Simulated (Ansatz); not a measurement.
# SnH: the cost of one run

Program: Ansatz 0.2.0. Level of theory: DFT PBE+D3(BJ), scalar-relativistic, plane waves, PAW. These are calculated values, not measurements.

## (1) The structure to begin with

It takes space group P-3m1 (No. 164, trigonal). Conventional cell: a = 4.540 Å, b = 4.540 Å, c = 21.327 Å, α = 90.00°, β = 90.00°, γ = 120.00°. Sn (site symmetry 3m) is surrounded by 1 H at 1.70 Å. H (site symmetry 3m) has 1 Sn at 1.70 Å as nearest neighbours.

As a file:

```cif
data_structure
_symmetry_space_group_name_H-M 'P-3m1'
_symmetry_Int_Tables_number 164
_cell_length_a 4.5397
_cell_length_b 4.5397
_cell_length_c 21.3267
_cell_angle_alpha 90.000
_cell_angle_beta 90.000
_cell_angle_gamma 120.000
_cell_volume 380.64
loop_
_atom_site_label
_atom_site_type_symbol
_atom_site_symmetry_multiplicity
_atom_site_Wyckoff_symbol
_atom_site_fract_x
_atom_site_fract_y
_atom_site_fract_z
_atom_site_occupancy
Sn1 Sn 2 d 0.33333 0.66667 0.52173 1
H1 H 2 d 0.33333 0.66667 0.60144 1
```

Free-standing sheet.

## (2) Relaxing the sheet and its cell in the plane

input.yaml reads:

```yaml
crystal:
  lattice:
    - [4.53974, 0.0, 0.0]
    - [-2.26987, 3.93153017, 0.0]
    - [0.0, 0.0, 21.3266668726]
  atoms:
    - { symbol: Sn, position: [0.33333333, 0.66666667, 0.5217255354] }
    - { symbol: Sn, position: [0.66666667, 0.33333333, 0.4782744646] }
    - { symbol: H, position: [0.33333333, 0.66666667, 0.6014379532] }
    - { symbol: H, position: [0.66666667, 0.33333333, 0.3985620468] }
basis:
  ecutwfc: 600.0
  fft_grid_basis: typed
kpoints:
  mp_grid: { grid: [9, 9, 1] }
hamiltonian:
  xc: pbe
  dispersion: d3bj
  pseudopotentials: { kind: paw }
scf:
  occupations: { method: gaussian, width: 0.05 }
output:
  forces: true
  eigenvalues: true
  stress: true
efield:
  axis: 3
  dipole_correction: true
  ramp_width: 0.04
relax:
  adjacent_minimum: "off"
  f_tol: 0.02
  max_steps: 60
  cell: { fix: [c, alpha, beta], stress_tol: 0.05 }
```

Command:

```sh
ansatz run input.yaml --threads 1 --pin off --max-ram 2211MiB --backend cpu --events-out ev --progress --plain --runs-dir out
```

**Question.** How long does this run take on 1 thread of Arm Neoverse N1, shared host, and how much memory does it need?

About 2.6 min, with a peak of 0.65 GiB.
